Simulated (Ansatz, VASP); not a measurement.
# Two plane-wave programs on KF

```
K F
1.0
     0.06789    2.72685    2.72685
     2.72685    0.06789    2.72685
     2.72685    2.72685    0.06789
K F
1 1
Direct
  0.00000 0.00000 0.00000
  0.50000 0.50000 0.50000
```

Change from the starting cell: shear_111 strain +3.8%.

Alike in both runs: task single point; functional r2SCAN; k mesh 8 × 8 × 8; no spin polarisation.

|  | VASP | Ansatz |
| --- | --- | --- |
| version | VASP 6.6.1 | Ansatz 0.2.0 |
| potentials or method | VASP PAW PBE potentials, release 64 (K_sv, F) | plane waves, PAW |
| plane-wave cutoff (eV) | 520 | 500 |
| occupations | gaussian, width 0.01 eV | fixed |
| valence electrons in the cell | 16 | 16 |

|  | VASP | Ansatz | Ansatz less VASP |
| --- | --- | --- | --- |
| gap on the k mesh at the Fermi level (eV) | 6.69 | 6.69 | +0.001 |
| pressure (GPa) | -1.3 | -1.2 | +0.04 |
| largest component of the traceless stress (GPa) | 0.35 | 0.35 | +0.002 |

Caveats: the PAW data sets were made with another functional, which shifts forces and pressure a little (VASP). A k mesh can miss the band edges.
